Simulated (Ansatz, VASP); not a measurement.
PbO in VASP and in Ansatz

```
Pb O
1.0
     4.26033    0.00000    0.00000
    -2.13016    3.68955    0.00000
     0.00000    0.00000    5.27676
Pb O
2 2
Cartesian
  0.0000 2.4597 1.3192
  2.1302 1.2299 3.9576
  2.1302 1.2299 1.3192
  0.0000 2.4597 3.9576
```

Alike in both runs: task single point; functional r2SCAN; k mesh 6 × 6 × 4; no spin polarisation.

|  | VASP | Ansatz |
| --- | --- | --- |
| version | VASP 6.6.1 | Ansatz 0.2.0 |
| potentials or method | VASP PAW PBE potentials, release 64 (Pb_d, O) | plane waves, PAW |
| plane-wave cutoff (eV) | 520 | 500 |
| occupations | gaussian, width 0.01 eV | fixed |
| valence electrons in the cell | 40 | 40 |

|  | VASP | Ansatz | Ansatz less VASP |
| --- | --- | --- | --- |
| gap on the k mesh at the Fermi level (eV) | 1.57 | 1.58 | +0.002 |
| pressure (GPa) | 0.2 | 0.0 | -0.20 |
| largest component of the traceless stress (GPa) | 0.08 | 0.04 | -0.042 |

Caveats: the PAW data sets were made with another functional, which shifts forces and pressure a little (VASP); spin-orbit coupling is left out, which as a rule narrows the gap of such compounds by several tenths of an eV. A k mesh can miss the band edges.
